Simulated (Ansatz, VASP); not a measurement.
# WC: VASP beside Ansatz

The input POSCAR:

```
WC
1.0
    2.9065000000      0.0000000000      0.0000000000
   -1.4532500000      2.5171028361      0.0000000000
    0.0000000000      0.0000000000      2.8366000000
W C
1 1
Direct
    0.0000000000      0.0000000000      0.0000000000
    0.6666666667      0.3333333333      0.5000000000
```

The input INCAR.step1:

```
PREC = Accurate
ENCUT = 600
ISMEAR = -1
SIGMA = 0.1
LREAL = F
LASPH = T
NELM = 100
GGA = PE
ALGO = Normal
EDIFF = 1E-4
LWAVE = T
LCHARG = F
```

The input INCAR.step2:

```
PREC = Accurate
ENCUT = 600
EDIFF = 1E-7
ISMEAR = -1
SIGMA = 0.1
LREAL = F
LASPH = T
NELM = 100
ALGO = Normal
ISIF = 3
LWAVE = F
LCHARG = F
METAGGA = R2SCAN
LMIXTAU = T
IBRION = 2
NSW = 100
EDIFFG = -0.002
ISTART = 1
```

Contents of KPOINTS:

```
regular mesh
0
Gamma
  18 18 16
```

Input for Ansatz:

```yaml
crystal:
  lattice:
    - [2.9065, 0.0, 0.0]
    - [-1.45325, 2.5171028361, 0.0]
    - [0.0, 0.0, 2.8366]
  atoms:
    - { symbol: W, position: [0.0, 0.0, 0.0] }
    - { symbol: C, position: [0.666666666667, 0.333333333333, 0.5] }
kpoints:
  mp_grid: { grid: [18, 18, 16] }
scf:
  occupations: { method: fermi_dirac, width: 0.1 }
hamiltonian:
  xc: r2scan
  pseudopotentials: { kind: paw }
relax:
  f_tol: 0.002
  max_steps: 80
  cell: {}
output:
  forces: true
  stress: true
  write_density: true
  write_potential: true
  elf: true
  volumetric_format: npy
```

Alike in both runs: task relaxation of cell and atoms; functional r2SCAN; k mesh 18 × 18 × 16; occupations fermi-dirac, width 0.1 eV; no spin polarisation.

```csv
,VASP,Ansatz
version,VASP 6.6.1,Ansatz 0.2.0
potentials or method,"VASP PAW PBE potentials, release 64 (W_sv, C)","PAW with Ansatz's default frozen-core files, scalar-relativistic"
plane-wave cutoff (eV),600,500
valence electrons in the cell,18,18
```

|  | VASP | Ansatz | Ansatz less VASP |
| --- | --- | --- | --- |
| relaxed volume (Å³/atom) | 10.46 | 10.42 | -0.046 |
| relaxed cell length with the largest relative difference (Å) | 2.840 | 2.836 | -0.0043 |

Caveats: the PAW data sets were made with another functional, which shifts forces and pressure a little (VASP). Zero-point motion and thermal expansion aren't in these numbers. The runs have no spin-orbit coupling, so splittings on W are missing.
